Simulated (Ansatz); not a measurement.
TaN:

```
Ta N
1.0
     0.00000    2.49114    2.49114
     2.49114    0.00000    2.49114
     2.49114    2.49114    0.00000
Ta N
1 1
Direct
  0.00000 0.00000 0.00000
  0.25000 0.25000 0.25000
```

The cell comes from a database or a generator and needn't be the stable form of this composition.

Program: Ansatz 0.2.0. Alike in all runs: potentials or basis Ansatz PAW; no spin polarisation; cell as given; smearing fermi-dirac 0.05 eV. Hardware: 2 threads of Intel(R) Xeon(R) Processor @ 2.70GHz, on a shared host.

**Question.** Order these runs on this cell by their wall time, lowest first.
A. task density of states; level r2SCAN; k mesh 9 × 9 × 9; cutoff (eV) 500; mesh quality not flagged
B. task density of states; level LDA; k mesh 9 × 9 × 9; cutoff (eV) 420; mesh quality not flagged
C. task single point; level PBE; k mesh 4 × 4 × 4; cutoff (eV) 420; mesh quality coarse

**Answer.** C (0.52 s), B (1.7 s), A (3.7 s).

Caveats: some runs use coarse meshes.
